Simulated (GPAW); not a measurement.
The system is Al2O3.

```
Al O
1.0
     4.61378    0.00000    0.00000
     0.00000    9.56328    0.00000
     0.00000    0.00000    3.11986
Al O
4 6
Cartesian
  4.5352 7.8856 0.0000
  0.0785 1.6777 0.0000
  2.2283 6.4593 1.5599
  2.3854 3.1040 1.5599
  2.3069 4.7816 1.5599
  0.5704 7.2016 1.5599
  1.7365 2.4200 0.0000
  2.8773 7.1433 0.0000
  0.0000 0.0000 0.0000
  4.0434 2.3617 1.5599
```

Measurements of this composition are mostly on another form, of space group No. 167.

Base run:

```yaml
Program: GPAW 26.7.0
Functional: PBEsol
Potentials_or_basis: PAW data sets generated in the run's folder for this functional
Cutoff: 800 eV
Basis: pw
k_mesh: 5 × 3 × 7
Occupations: fermi-dirac, width 0.05 eV
Spin: no spin polarisation
```

Its results: band gap on the k mesh 3.46 eV, direct; pressure -0.8 GPa; largest force 0.175 eV/Å.

Question: The run is repeated on the same cell with these changes: functional from PBEsol to RPBE; potentials or basis from PAW data sets generated in the run's folder for this functional to the program's PAW data sets (release 1.2.1) made for this functional. What comes out?

Answer: Band gap on the k mesh 3.71 eV, direct; pressure 4.8 GPa; largest force 0.242 eV/Å.
